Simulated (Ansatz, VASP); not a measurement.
# SrO: VASP beside Ansatz

INCAR

```
SYSTEM = SrO
PREC     = Accurate       ! precision mode
ENCUT    = 520            ! plane-wave cutoff, eV
EDIFF    = 1E-6           ! SCF threshold, eV
ISMEAR   = 0              ! smearing method
SIGMA    = 0.05           ! smearing width, eV
LREAL    = .False.        ! projectors in reciprocal space
LASPH    = .True.         ! aspherical terms in the spheres
NELM     = 80             ! most SCF steps
ALGO     = Normal         ! electronic algorithm
ISIF     = 2              ! what is computed and relaxed
LWAVE    = .False.        ! write WAVECAR
LCHARG   = .False.        ! write CHGCAR
GGA      = PE             ! functional
NBANDS   = 15             ! bands
```

File KPOINTS:

```
Automatic mesh
0
Gamma
  8 8 8
  0 0 0
```

The input POSCAR:

```
SrO
1.0
    0.0000000000      2.3896004178      2.3896004178
    2.3896004178      0.0000000000      2.3896004178
    2.3896004178      2.3896004178      0.0000000000
Sr O
1 1
Direct
    0.0000000000      0.0000000000      0.0000000000
    0.5000000000      0.5000000000      0.5000000000
```

Input for Ansatz:

```yaml
crystal:
  lattice:
    - [0.0, 2.3896004178, 2.3896004178]
    - [2.3896004178, 0.0, 2.3896004178]
    - [2.3896004178, 2.3896004178, 0.0]
  atoms:
    - { symbol: Sr, position: [0.0, 0.0, 0.0] }
    - { symbol: O, position: [0.5, 0.5, 0.5] }
basis:
  ecutwfc: 420
kpoints:
  mp_grid: { grid: [8, 8, 8] }
hamiltonian:
  xc: pbe
scf:
  occupations: { method: gaussian, width: 0.05 }
output:
  forces: true
  stress: true
  eigenvalues: true
```

Change from the starting cell: strain -0.080 along x and y, -0.080 along z, atoms carried along.

Alike in both runs: task single point; functional PBE; k mesh 8 × 8 × 8; occupations gaussian, width 0.05 eV; no spin polarisation.

|  | VASP | Ansatz |
| --- | --- | --- |
| version | VASP 6.6.1 | Ansatz 0.2.0 |
| potentials or method | VASP PAW PBE potentials, release 64 (Sr_sv, O) | scalar-relativistic, plane waves, PAW |
| plane-wave cutoff (eV) | 520 | 420 |
| valence electrons in the cell | 16 | 16 |

Ansatz gave:

| Property | Result |
| --- | --- |
| gap on the k mesh at the Fermi level (eV) | 2.90 |
| least direct gap on the mesh (eV) | 2.90 |
| pressure (GPa) | 37.1 |

What did VASP give for the same quantities?

gap on the k mesh at the Fermi level (eV): 2.86; least direct gap on the mesh (eV): 2.86; pressure (GPa): 38.7.

Caveats: so large a pressure means that the cell lies far from this level's equilibrium, or that cutoff or potentials fall short (VASP). A k mesh can miss the band edges.
